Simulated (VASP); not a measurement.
## Mg3Sb2: band structure with TB-mBJ

Mg3Sb2:

```
CELL_PARAMETERS angstrom
4.55465 0.00000 0.00000
-2.27732 3.94444 0.00000
0.00000 0.00000 7.18601
ATOMIC_POSITIONS crystal
Mg 0.33333 0.66667 0.63251
Mg 0.66667 0.33333 0.36749
Mg 0.00000 0.00000 0.00000
Sb 0.33333 0.66667 0.22374
Sb 0.66667 0.33333 0.77626
```

```
Program                : VASP 6.6.1
Task                   : band structure
Functional             : TB-mBJ
Potentials or basis    : VASP PAW PBE potentials, release 64 (Mg, Sb)
Cutoff                 : 520 eV
k mesh                 : 9 × 9 × 5
Occupations            : gaussian, width 0.03 eV
Spin                   : no spin polarisation
Further INCAR settings : ALGO = Normal; EDIFF = 1e-07; NBANDS = 16
```

The band gap on the k mesh is 0.65 eV, indirect (least direct gap 1.67 eV). The band gap along the path is 0.67 eV, indirect (least direct gap 1.67 eV).

Levels at the corners of the path, in eV from the valence-band top:
| point | band 5 | band 6 | band 7 | band 8 | band 9 | band 10 | band 11 | band 12 |
| --- | --- | --- | --- | --- | --- | --- | --- | --- |
| Γ | -1.13 | -0.44 | -0.44 | 0.00 | 1.67 | 1.74 | 3.35 | 3.35 |
| M | -3.17 | -2.29 | -2.07 | -0.92 | 0.75 | 2.37 | 2.48 | 3.10 |
| M | -3.17 | -2.29 | -2.07 | -0.92 | 0.75 | 2.37 | 2.48 | 3.10 |
| K | -3.47 | -2.49 | -2.49 | -2.47 | 0.69 | 4.44 | 4.46 | 4.46 |
| K | -3.47 | -2.49 | -2.49 | -2.47 | 0.69 | 4.44 | 4.46 | 4.46 |
| Γ | -1.13 | -0.44 | -0.44 | 0.00 | 1.67 | 1.74 | 3.35 | 3.35 |
| Γ | -1.13 | -0.44 | -0.44 | 0.00 | 1.67 | 1.74 | 3.35 | 3.35 |
| A | -0.80 | -0.80 | -0.79 | -0.79 | 2.21 | 2.34 | 3.00 | 3.00 |
| A | -0.80 | -0.80 | -0.79 | -0.79 | 2.21 | 2.34 | 3.00 | 3.00 |
| L | -1.87 | -1.60 | -1.58 | -1.50 | 0.89 | 1.73 | 2.10 | 2.48 |
| L | -1.87 | -1.60 | -1.58 | -1.50 | 0.89 | 1.73 | 2.10 | 2.48 |
| H | -3.88 | -3.22 | -0.97 | -0.97 | 2.15 | 2.15 | 2.91 | 2.96 |
| H | -3.88 | -3.22 | -0.97 | -0.97 | 2.15 | 2.15 | 2.91 | 2.96 |
| A | -0.80 | -0.80 | -0.79 | -0.79 | 2.21 | 2.34 | 3.00 | 3.00 |
| L | -1.87 | -1.60 | -1.58 | -1.50 | 0.89 | 1.73 | 2.10 | 2.48 |
| M | -3.17 | -2.29 | -2.07 | -0.92 | 0.75 | 2.37 | 2.48 | 3.10 |
| K | -3.47 | -2.49 | -2.49 | -2.47 | 0.69 | 4.44 | 4.46 | 4.46 |
| H | -3.88 | -3.22 | -0.97 | -0.97 | 2.15 | 2.15 | 2.91 | 2.96 |

It took 4 min on 1 thread of Intel(R) Xeon(R) 6975P-C (Granite Rapids), with other jobs on the host, peak memory 0.38 GiB.

Caveat: spin-orbit coupling is left out, which moves the levels of the heavy elements.
